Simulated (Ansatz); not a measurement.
# TiSi2 (Immm) in Ansatz: further runs, part 2 of 2

Ansatz 0.2.0.

**3. Single point, HSE06 form with a typed share of exact exchange**

input.yaml reads:

```yaml
crystal:
  lattice:
    - [-1.472872, 1.71213, 4.212083]
    - [1.472872, -1.71213, 4.212083]
    - [1.472872, 1.71213, -4.212083]
  atoms:
    - { symbol: Ti, position: [0.0, 0.0, 0.0] }
    - { symbol: Si, position: [0.670078, 0.670078, 0.0] }
    - { symbol: Si, position: [0.329922, 0.329922, 0.0] }
hamiltonian:
  xc:
    exchange: pbe
    correlation: pbe
    exx: { coeff: 0.25, omega: 0.15 }
  pseudopotentials: { kind: paw }
kpoints:
  mp_grid: { grid: [6, 6, 6] }
scf:
  occupations: { method: fermi_dirac, width: 0.05 }
output:
  forces: true
  stress: true
  eigenvalues: true
```

Potentials or basis: Ansatz PAW.

The run is started by

```sh
ansatz run input.yaml --threads 2 --pin off --max-ram 5632MiB --backend cpu --events-out ev --progress --plain --runs-dir out
```

What it wrote:

```text
Warning: output.stress: scf.convergence.dr2_threshold = 1e-7 eV (the SCF's general default) is looser than the 3e-10 eV advised for a printed stress (1e-10 eV for each atom of the cell: 3). What an SCF threshold leaves in a stress goes as its square root, and in the free energy as the threshold itself, and one threshold admits the most on a small cell: of the crystals measured, under no hybrid functional and no lock of the moments, on runs that ended without the residual-converged pass, on stresses that held no estimate of that error, the worst erred by over 100 MPa in a component at 1e-7 eV an atom and by under 5 at 1e-10. Set scf.convergence.dr2_threshold to 3e-10 eV or tighter. The threshold is an SCF's pass mark: one that does not reach it within its budget of iterations ends unconverged, or closes short of it on a stop that the run arms, and scf.convergence.dr2_threshold's page says what that costs each kind of run
Warning: output.stress: scf.exx.energy_threshold = 1e-6 eV is looser than the 3e-8 eV advised for a stress under a hybrid functional (1e-8 eV for each atom of the cell: 3). Every SCF of the exchange loop can meet its threshold on dr2 while the loop round them stops early: no threshold on dr2 bounds what that leaves in the stress. Set scf.exx.energy_threshold to 3e-8 eV or tighter. The threshold is the loop's pass mark: a loop that does not reach it within its budget of cycles ends unconverged, and scf.exx.energy_threshold's page has the law
Warning: RAYON_NUM_THREADS=2 ignored (pool sized by the plan → 2); use --threads N
basis.fft_grid_basis auto: the FFT boxes are laid along the combinations [[1, 0, 1], [0, 1, 1], [0, 0, 1]] of the cell's own vectors, 3.424, 2.946 and 4.779 Å long. The dense box has 24×20×32 points. Along the cell's own vectors, as sized, it would have 32×32×32, 2.13 times as many. Of the 8 symmetry operations that the crystal satisfies within crystal.symmetry.tolerance (time reversal apart; of a slab, those that keep its plane) the dense box along the cell's own vectors carries 8, and the one as laid loses 6 of those. basis.fft_grid_basis: typed keeps the cell's own vectors: state it where this run's energies or levels are differenced outside the engine with another run's, or held beside a run that keeps those vectors.
Engine: ansatz 0.2.0, x86_64-unknown-linux-gnu
Pseudopotentials: kind: paw
Pseudopotential: Ti, paw, valence charge 12, recommended cutoff 420 eV (normal), Ti.paw.azcp
Pseudopotential: Si, paw, valence charge 4, recommended cutoff 420 eV (normal), Si.paw.azcp
Functional definition: unnamed
  parameter a_1 = 0.25
  parameter omega_1 = 0.15/angstrom
  exchange = pbe_x + (-a_1)*pbe_x_sr(omega_1) + a_1*exact_x_sr(omega_1)
  correlation = pbe_c
Crystal: 3 atoms, lattice volume = 42.487 Å³
Basis set: ecut = 420 eV, 839 PW (Γ), FFT grids on a1+a3, a2+a3, a3, exchange–correlation on 48×40×64 points (8 copies of the dense FFT grid, shifted against one another)
Bands: 14, of which v1, the nominal top of the filled ones, is band 10 counted from 1 (9 counted from 0)
Symmetry: 8 space group operations
Space group: Immm (ITA 71), of the structure as read, at distance tolerance 3.5e-5 Å
k-points: 46 of 216
Non-local potential: Ti, projectors of the file, l = 0: 3, l = 1: 2, l = 2: 3, l = 3: 1
Non-local potential: Si, projectors of the file, l = 0: 2, l = 1: 2, l = 2: 2
PAW form: soft (Blöchl's): semilocal exchange-correlation on the pseudo side does not see the compensation charge
PAW frozen core: Ti, regenerated for the run's functional, and the local potential with it (the file was generated under x = pbe(κ = 0.804, μ = 0.2195149727645171), c = pbe(β = 0.06672455060314922))
PAW frozen core: Si, regenerated for the run's functional, and the local potential with it (the file was generated under x = pbe(κ = 0.804, μ = 0.2195149727645171), c = pbe(β = 0.06672455060314922))
PAW one-centre angular grid: Ti, 590 points (default); XC on 64 Gauss nodes
PAW one-centre angular grid: Si, 110 points (default); XC on 64 Gauss nodes
Initial density: superposition of atomic densities (neutral atoms: chi_scale 0, normalization atom), corrected by the library's trained network
Initial wavefunctions: pseudopotential atomic-orbital guess
Functional: x = pbe(κ = 0.804, μ = 0.2195149727645171), c = pbe(β = 0.06672455060314922), warm-up for x = pbe(κ = 0.804, μ = 0.2195149727645171) + 0.25 (exact − pbe) at short range (hse, ω = 0.15 Å⁻¹), c = pbe(β = 0.06672455060314922)
SCF iter   1: F=—  HF=-3772.462253 eV  |F-HF|=—  |Δ(HF+E_count)|=         —  Δρ=4.19e-3  dr2=5.98e-3  ethr=1.77e-3  ⟨swp⟩=6.1  Hψ=2927  notcnv=0
preconditioner: auto → Kerker (q_TF=auto, 2.406 Å⁻¹)  [metal: Δε(μ)=0.048 eV  Ē_g=6.581 eV  σ=0.050 eV  W_gap=0.24  n_scr=10 (ndim 8)  ℏωp=19.7 eV  f_vac=0.000  D(μ)=1.80/eV (n_scr^D=10)]
SCF iter   2: F=—  HF=-3772.461901 eV  |F-HF|=—  |Δ(HF+E_count)|=   3.53e-4  Δρ=2.38e-3  dr2=2.15e-3  ethr=2.99e-5  ⟨swp⟩=3.9  Hψ=1487  notcnv=0  defer=22
iter 3 solved again at ethr=1.92e-7 eV; its pass at ethr=1.07e-5 eV (dr2=3.85e-5 eV) is discarded
SCF iter   3: F=—  HF=-3772.461609 eV  |F-HF|=—  |Δ(HF+E_count)|=   2.91e-4  Δρ=3.46e-4  dr2=4.04e-5  ethr=1.92e-7  ⟨swp⟩=4.5  Hψ=2931  notcnv=0  defer=1
SCF iter   4: F=—  HF=-3772.461605 eV  |F-HF|=—  |Δ(HF+E_count)|=   4.24e-6  Δρ=2.07e-4  dr2=2.44e-5  ethr=1.92e-7  ⟨swp⟩=4.3  Hψ=1452  notcnv=0  defer=1
[... 25 lines left out ...]
Frozen-core exchange: fock
SCF iter   1: F=—  HF=-3772.722346 eV  |F-HF|=—  |Δ(HF+E_count)|=         —  Δρ=1.07e-4  dr2=5.71e-6  ethr=1.19e-6  ⟨swp⟩=4.8  Hψ=1749  notcnv=0
preconditioner: auto → Kerker (q_TF=auto, 2.406 Å⁻¹)  [metal: Δε(μ)=0.093 eV  Ē_g=7.953 eV  σ=0.050 eV  W_gap=0.39  n_scr=10 (ndim 8)  ℏωp=19.7 eV  f_vac=0.000  D(μ)=1.06/eV (n_scr^D=6)]
SCF iter   2: F=—  HF=-3772.722345 eV  |F-HF|=—  |Δ(HF+E_count)|=   1.10e-6  Δρ=2.09e-5  dr2=8.86e-7  ethr=2.04e-8  ⟨swp⟩=3.7  Hψ=1259  notcnv=0
SCF iter   3: F=—  HF=-3772.722349 eV  |F-HF|=—  |Δ(HF+E_count)|=   4.04e-6  Δρ=2.05e-5  dr2=2.16e-7  ethr=4.81e-10  ⟨swp⟩=4.9  Hψ=2210  notcnv=0
SCF iter   4: F=—  HF=-3772.722349 eV  |F-HF|=—  |Δ(HF+E_count)|=   4.51e-8  Δρ=6.72e-6  dr2=1.32e-7  ethr=4.81e-10  ⟨swp⟩=2.7  Hψ=1143  notcnv=0
SCF iter   5: F=—  HF=-3772.722349 eV  |F-HF|=—  |Δ(HF+E_count)|=   3.63e-7  Δρ=8.14e-6  dr2=2.83e-8  ethr=1.16e-10  ⟨swp⟩=4.7  Hψ=1995  notcnv=0  defer=2
SCF iter   6: F=—  HF=-3772.722349 eV  |F-HF|=—  |Δ(HF+E_count)|=   2.15e-8  Δρ=4.29e-6  dr2=7.87e-9  ethr=6.05e-11  ⟨swp⟩=4.5  Hψ=1612  notcnv=0  defer=7
SCF iter   7: F=-3772.722349 eV  HF=-3772.722349 eV  |F-HF|=1.78e-10  |Δ(HF+E_count)|=   1.70e-8  Δρ=7.69e-7  dr2=3.26e-10  ethr=2.77e-11  ⟨swp⟩=4.5  Hψ=1689  notcnv=0  defer=7
SCF 3 converged in 7 iterations: F = -3772.722349 eV  dr2 = 3.26e-10
  Residual-converged pass: ⟨swp⟩=3.7  Hψ=1545  notcnv=0  max |occ|·‖R‖ = 2.7e-7 eV (tolerance 2.7e-7 eV)  dr2=3.29e-10  dr2_onsite=1.32e-11  max |Δocc| = 1.6e-11
hybrid outer 2: dexx = +7.112e-6 eV, tail = 2.04e-8 eV, Δε = 6.23e-3 eV (about 1.36e-4 eV left of the loop's levels), ΔF = 2.89e-5 eV/Å (tail 6.25e-5)
hybrid SCF converged: 2 outer / 14 inner (+8 warm-up), last move |dexx| = 7.11e-6 eV, tail = 2.04e-8 eV
Stability not checked: this state was not tested for a lower state beside it, because the functional holds exact exchange (a hybrid, or Hartree-Fock), whose exchange loop this test does not read (fock_operator; see scf.lower_state_search)
Free energy (F): -3772.722350 eV
Frozen-core exchange: fock
Harris-Foulkes:  -3772.722350 eV  (|F-HF|=1.78e-10)
Internal energy: -3772.713746 eV  (E = F + TS)
E sigma→0 (E₀):  -3772.718048 eV
Entropy (-TS):   -0.008604 eV (-2.868 meV/atom)
Fermi energy:    12.380941 eV
--- Per-component energies (eV) ---
  E_band       = -149.157611
  E_kinetic    = 358.189550
  E_local      = -1014.907342  (includes V_loc(G=0)·N_el)
  E_nonlocal   = 53.857069
  E_hartree    = 440.854381
  E_xc         = -169.829965
  E_vxc        = -176.255515  (∫ρ·V_xc dr)
  E_exx        = -52.890178  (= α·E_x^exact, valence–valence)
  E_paw        = -2060.452511  (= ΣΔE_a)
  E_vpaw       = -145.970185  (= ΣTr[D̂ρ^β])
  E_aug_tail   = 0.000137  (compensation charges beyond the density's cutoff)
  E_ewald      = -1327.243671
  E_core_change = -0.291214  (= ΣΔE_core)
  E_smearing   = -0.008604  (= −TS)
  E_closure    = 0.000000  (closes the sum)
  Σ components = -3772.722350   (vs F -3772.722350, Δ=0.00e0)
--- Forces (eV/Å), atoms counted from 1 ---
  atom   1  Ti     0.00000000     0.00000000    -0.00000000
  atom   2  Si    -0.00000000     0.00000000     0.17403439
  atom   3  Si     0.00000000     0.00000000    -0.17403439
  max |Σ_I F_I| component: 7.99e-30 eV/Å
--- Stress (GPa, compression-positive) ---
       -1.408185      -0.000000       0.000000
       -0.000000      -3.415743      -0.000000
        0.000000      -0.000000      -4.752537
  P = ⅓ Tr σ = -3.1922 GPa (-31.922 kbar)
--- Band table (eV; the first three rows and the last of 46) ---
  k-point 0: bands = ["-48.8359", "-23.5449", "-23.5345", "-23.2453", "-1.9596", "6.7573", "7.4426", "9.7871", "11.3666", "13.5573", "14.8753", "15.6980", "15.9173", "17.0592"]
  k-point 1: bands = ["-48.8237", "-23.5531", "-23.5284", "-23.3429", "-1.0470", "7.1204", "7.4437", "9.1044", "11.2536", "11.4394", "13.1533", "15.6830", "16.7187", "17.2324"]
  k-point 2: bands = ["-48.7996", "-23.5816", "-23.5298", "-23.4952", "1.5062", "6.4215", "7.6634", "7.9721", "10.1472", "10.9337", "11.4019", "15.7523", "16.4306", "16.5839"]
  k-point 45: bands = ["-48.8360", "-23.5516", "-23.5378", "-23.2460", "-0.6394", "2.0761", "10.7428", "10.7739", "11.8826", "13.1545", "15.1495", "15.3371", "15.7619", "16.5658"]
```

Run time: 27 s. Hardware: 2 threads of Intel Xeon 6975P-C (Granite Rapids), shared host; peak memory 1.7 GiB.

What came out:

```yaml
Free_energy: -3772.7223 eV
Pressure: -3.2 GPa
Largest_force: 0.174 eV/Å
Band_gap_on_the_k_mesh: none (metal or under the smearing width)
```

Forces on the atoms (eV/Å):
```
Ti   0.000  0.000  0.000
Si   0.000  0.000  0.174
Si   0.000  0.000 -0.174
```

Stress tensor (GPa, compression positive):
```
-1.41  0.00  0.00
 0.00 -3.42  0.00
 0.00  0.00 -4.75
```

Caveat: the k mesh is coarse (spacing up to 0.47 Å⁻¹), so the values aren't converged, least of all with exact exchange; the PAW data sets come from PBE, with cores solved anew for the run's functional, which leaves a small shift of forces and pressure; the thresholds are loose for stress.

**4. Single point, HSE06 form with a typed share of exact exchange**

input.yaml, as its differences from that of step 3:

```diff
@@ -10,6 +10,3 @@
 hamiltonian:
-  xc:
-    exchange: pbe
-    correlation: pbe
-    exx: { coeff: 0.25, omega: 0.15 }
+  xc: { exchange: pbe, correlation: pbe, exx: { coeff: 0.25, omega: 0.2 } }
   pseudopotentials: { kind: paw }
@@ -23 +20,5 @@
   eigenvalues: true
+  write_density: true
+  write_potential: true
+  elf: true
+  volumetric_format: npy
```

The run is started by

```sh
ansatz run input.yaml --threads 2 --pin off --max-ram 5632MiB --backend cpu --events-out ev --progress --plain --runs-dir out
```

It took 26 s on 2 threads of Intel Xeon 6975P-C (Granite Rapids), shared host; peak memory 1.6 GiB.

It converged, with:

```
Free energy            : -3772.7213 eV
Pressure               : -3.0 GPa
Largest force          : 0.174 eV/Å
Band gap on the k mesh : none (metal or under the smearing width)
```

Forces on the atoms (eV/Å):
```
Ti   0.000  0.000  0.000
Si   0.000  0.000  0.174
Si   0.000  0.000 -0.174
```

Stress tensor (GPa, compression positive):
```
-0.87  0.00  0.00
 0.00 -3.42  0.00
 0.00  0.00 -4.61
```

Levels at points of the mesh, in eV from the Fermi level:
```
              k point  band 7  band 8  band 9  band 10  band 11  band 12  band 13  band 14
   (0.00, 0.00, 0.00)   -4.85   -2.52   -0.94     1.13     2.43     3.22     3.46     4.59
  (0.00, 0.00, -0.50)   -5.83   -5.31   -3.38    -1.57    -1.10     3.07     3.68     3.86
  (0.00, -0.50, 0.00)   -4.29   -4.02   -1.11    -0.53     1.34     3.15     4.14     4.47
 (0.00, -0.50, -0.50)   -5.10   -4.49   -0.96     1.50     2.76     3.31     4.28     4.48
(-0.50, -0.50, -0.50)   -1.59   -1.55   -0.46     0.73     2.67     2.89     3.28     4.12
```

Caveat: the k mesh is coarse (spacing up to 0.47 Å⁻¹), so the values aren't converged, least of all with exact exchange; the PAW data sets come from PBE, with cores solved anew for the run's functional, which leaves a small shift of forces and pressure; the thresholds are loose for stress.

**5. Single point, HSE06 form with a typed share of exact exchange**

input.yaml, as its differences from that of step 4:

```diff
@@ -10,3 +10,3 @@
 hamiltonian:
-  xc: { exchange: pbe, correlation: pbe, exx: { coeff: 0.25, omega: 0.2 } }
+  xc: { exchange: pbe, correlation: pbe, exx: { coeff: 0.25, omega: 0.3 } }
   pseudopotentials: { kind: paw }
@@ -20,5 +20 @@
   eigenvalues: true
-  write_density: true
-  write_potential: true
-  elf: true
-  volumetric_format: npy
```

The run is started by

```sh
ansatz run input.yaml --threads 2 --pin off --max-ram 5632MiB --backend cpu --events-out ev --progress --plain --runs-dir out
```

Wall time 28 s (2 threads of Intel Xeon 6975P-C (Granite Rapids), shared host); peak memory 1.7 GiB.

It converged, with:

```yaml
Free_energy: -3772.7413 eV
Pressure: -2.5 GPa
Largest_force: 0.177 eV/Å
Band_gap_on_the_k_mesh: none (metal or under the smearing width)
```

Forces on the atoms (eV/Å):
```
Ti   0.000  0.000  0.000
Si   0.000  0.000  0.177
Si   0.000  0.000 -0.177
```

Stress tensor (GPa, compression positive):
```
-0.02  0.00  0.00
 0.00 -3.19  0.00
 0.00  0.00 -4.20
```

Levels at points of the mesh, in eV from the Fermi level:
```tsv
k point	band 6	band 7	band 8	band 9	band 10	band 11	band 12	band 13	band 14
(0.00, 0.00, 0.00)	-5.35	-4.70	-2.41	-0.83	1.06	2.34	3.05	3.36	4.44
(0.00, 0.00, -0.50)	-5.85	-5.65	-5.16	-3.24	-1.46	-0.98	2.98	3.53	3.73
(0.00, -0.50, 0.00)	-9.06	-4.13	-3.85	-1.01	-0.45	1.26	3.08	4.00	4.38
(0.00, -0.50, -0.50)	-10.15	-4.94	-4.32	-0.86	1.37	2.61	3.16	4.13	4.37
(-0.50, -0.50, -0.50)	-9.98	-1.51	-1.45	-0.41	0.66	2.53	2.80	3.12	4.03
```

Caveat: the k mesh is coarse (spacing up to 0.47 Å⁻¹), so the values aren't converged, least of all with exact exchange; the PAW data sets come from PBE, with cores solved anew for the run's functional, which leaves a small shift of forces and pressure; the thresholds are loose for stress.

**6. The runs side by side**

| screening (1/Å) | gap on the mesh (eV) | pressure (GPa) | largest force (eV/Å) |
| --- | --- | --- | --- |
| 0.1 | none | -3.4 | 0.18 |
| 0.15 | none | -3.2 | 0.17 |
| 0.2 | none | -3.0 | 0.17 |
| 0.3 | none | -2.5 | 0.18 |

Alike in all rows: task single point; level HSE06 form with a typed share of exact exchange; potentials or basis Ansatz PAW; no spin polarisation; cell as given; k mesh 6 × 6 × 6; cutoff (eV) 420; smearing fermi-dirac 0.05 eV; the mesh is coarse, so values aren't converged.

Caveats: all runs use coarse meshes; the PAW data sets come from PBE, with cores solved anew for the run's functional, which leaves a small shift of forces and pressure; the thresholds are loose for stress.

Total energies depend on the potentials used, so only differences within one code and one set of settings carry meaning.
